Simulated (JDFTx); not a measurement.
## Ti under changes of volume

One of the cells (17.636 Å³/atom); the others are scaled copies at fixed shape and fractional positions:

```xyz
2
Lattice="2.9500 0.0000 0.0000 -1.4750 2.5548 0.0000 0.0000 0.0000 4.6800" Properties=species:S:1:pos:R:3 pbc="T T T"
Ti    1.4750    0.8516    3.5100
Ti    0.0000    1.7032    1.1700
```

```yaml
Program: JDFTx 1.7.0 (patched build)
Functional: PBEsol
Potentials_or_basis: PseudoDojo-SR-PBEsol-0.4.1-standard with smoothed tails
Cutoff: 1143 eV
Density_cutoff: 9143 eV
k_mesh: 10 × 10 × 6
Occupations: fermi-dirac, width 0.05 eV
Spin: no spin polarisation
```

```tsv
volume (Å³/atom)	energy over the lowest point (meV/atom)	pressure (GPa)
16.577	0.00	1.2
16.930	?	?
17.283	5.73	-3.6
17.636	15.93	-5.7
17.988	30.46	-7.5
18.341	48.94	-9.2
18.694	71.02	-10.8
```

**Question.** What does the run at 16.930 Å³/atom give?

**Answer.** Energy over the lowest point 0.27 meV/atom; pressure -1.3 GPa.

Worked out: A Birch-Murnaghan fit of order 3 (a polynomial in V^(-2/3)) to the other rows has its minimum at 16.74 Å³/atom with B0 = V·E''(V) = 118 GPa and B' = 3.4 at fixed shape and positions, which overstates the stiffness. It gives 0.25 meV/atom at 16.930 Å³/atom, against the run's 0.27, and -dE/dV = -1.3 GPa, against -1.3.

Energies are extrapolated to zero smearing.
